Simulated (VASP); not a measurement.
## W7S16 (a cell with a defect): single point with PBEsol

Crystal: W7S16 (a cell with a defect).

```
W S
1.0
     6.30640    0.00000    0.00000
    -3.15320    5.46150    0.00000
     0.00000    0.00000   12.32300
W S
7 16
Direct
  0.17629 0.84172 0.25036
  0.66101 0.32621 0.24985
  0.66265 0.84210 0.25043
  0.33383 0.16678 0.75018
  0.33368 0.66699 0.75024
  0.83354 0.16665 0.75018
  0.83370 0.66677 0.75030
  0.16716 0.33362 0.62353
  0.16710 0.83356 0.62326
  0.66715 0.33348 0.62328
  0.66681 0.83339 0.62322
  0.33143 0.17159 0.12552
  0.33508 0.67325 0.12373
  0.83339 0.17076 0.12464
  0.83354 0.67009 0.12637
  0.16705 0.33346 0.87694
  0.16720 0.83368 0.87724
  0.66721 0.33353 0.87725
  0.66688 0.83362 0.87722
  0.33376 0.16703 0.37688
  0.32955 0.66150 0.37311
  0.83011 0.16752 0.37665
  0.83300 0.66878 0.37421
```

| Quantity | Value |
| --- | --- |
| Program | VASP 6.6.1 |
| Task | single point |
| Functional | PBEsol |
| Potentials or basis | VASP PAW PBE potentials, release 64 (W_sv, S) |
| Cutoff | 350 eV |
| k mesh | 4 × 4 × 2 |
| Occupations | gaussian, width 0.03 eV |
| Spin | collinear spin, ferromagnetic start |
| Starting moments | [0.0, 0.0, 0.0, 0.0, 0.0, 0.0, 0.0, 0.0, 0.0, 0.0, 0.0, 0.5, 0.5, 0.5, 0.0, 0.0, 0.0, 0.0, 0.0, 0.5, 0.5, 0.5, 0.0] μB |
| Fixed moment | 3 μB |
| Dq | 1 |
| Further INCAR settings | LREAL = Auto; ALGO = Normal; EDIFF = 1e-05; NBANDS = 118; ISYM = 0; NELECT = 193.0 |

* Largest force: 0.141 eV/Å
* Net moment: 3.00 μB per cell
* Site moments: W +0.15, +0.16, +0.08, +0.07; S +0.01, +0.19, +0.20, +0.02 μB
* Valence electrons inside the program's atomic spheres: W 12.02, 12.04; S 3.68, 3.63, 3.67

Forces on the atoms (eV/Å):
```
W   -0.068 -0.124  0.001
W    0.009  0.107  0.004
W    0.052 -0.125  0.000
W    0.004  0.009  0.020
W    0.006  0.002  0.011
W    0.002  0.013  0.012
W   -0.009  0.020 -0.011
S   -0.005 -0.007  0.030
S   -0.012 -0.009  0.051
S   -0.005  0.011  0.055
S    0.017 -0.005  0.060
S    0.093 -0.028  0.052
S   -0.003  0.132  0.029
S   -0.075 -0.035  0.068
S   -0.011  0.005 -0.010
S   -0.002  0.001 -0.042
S   -0.013 -0.007 -0.062
S   -0.009 -0.002 -0.064
S    0.018 -0.012 -0.065
S    0.094 -0.041 -0.044
S   -0.003  0.133 -0.024
S   -0.074 -0.041 -0.060
S   -0.004  0.002 -0.012
```

Wall time 4.8 min on 4 MPI ranks on Intel(R) Xeon(R) 6975P-C (Granite Rapids), with other jobs on the host, peak memory 0.9 GiB a rank.

Caveat: the PAW data sets were made with another functional, which shifts forces and pressure a little; the total moment is fixed, so each spin has its own Fermi level. The run has no spin-orbit coupling, so splittings on W are missing.
